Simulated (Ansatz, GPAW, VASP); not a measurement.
GaAs: programs and potentials compared

```xyz
2
Lattice="0.0000 2.8268 2.8268 2.8268 0.0000 2.8268 2.8268 2.8268 0.0000" Properties=species:S:1:pos:R:3 pbc="T T T"
As    4.2403    4.2403    4.2403
Ga    0.0000    0.0000    0.0000
```

Alike in all runs: task single point; functional PBE; k mesh 8 × 8 × 8; occupations gaussian, width 0.03 eV; no spin polarisation; no spin-orbit coupling. Pressure is positive in compression and, in plane waves, holds the error of the finite cutoff, which Ansatz's Pulay term estimates and takes out.

```tsv
program and potentials	plane-wave cutoff (eV)	notes	band gap (eV)	pressure (GPa)
Ansatz, Ansatz PAW	420	14 valence electrons an atom on average; Pulay term of +0.03 GPa included	0.52	3.27
Ansatz, all-electron LAPW, scalar-relativistic	-	-	0.52	3.27
VASP, PBE PAW files As, Ga_d, 520 eV	520	9 valence electrons an atom on average	0.52	3.46
GPAW, GPAW PAW data sets (gpaw-data 1.2.1)	600	4 valence electrons an atom on average	0.59	4.33
```

The band gap spans 0.52 (Ansatz, Ansatz PAW) to 0.59 eV (GPAW, GPAW PAW data sets (gpaw-data 1.2.1)), with all-electron results at 0.52. The pressure spans 3.27 (Ansatz, Ansatz PAW) to 4.33 GPa (GPAW, GPAW PAW data sets (gpaw-data 1.2.1)), with all-electron results at 3.27. Spin-orbit coupling, left out here, moves the band edges of heavy atoms.

Differences between rows come from potentials, basis sets and numerical settings, since the functional is the same but for its coding. Runs on potential files found faulty are left out.

The gap of 0.52 eV is shared by the all-electron calculation and both PAW runs that treat Ga 3d as valence, so its large shortfall against experiment comes from PBE, which lacks the derivative discontinuity, and not from the potentials. The positive pressure in every row has a similar origin: the cell is close to the experimental one, whereas PBE underbinds GaAs and favours a larger volume. Since compression widens the direct gap of GaAs, relaxing the cell would make the gap smaller still.

GPAW stands apart in both quantities, with 0.59 eV and 4.33 GPa, probably because its small valence space leaves Ga 3d in the core, removing the p-d repulsion that raises the valence-band top and preventing the shell from responding to compression. Pressure is the more sensitive test here, as it separates VASP from the all-electron result where the gap doesn't. Agreement at a single volume doesn't establish equal lattice constants or bulk moduli.
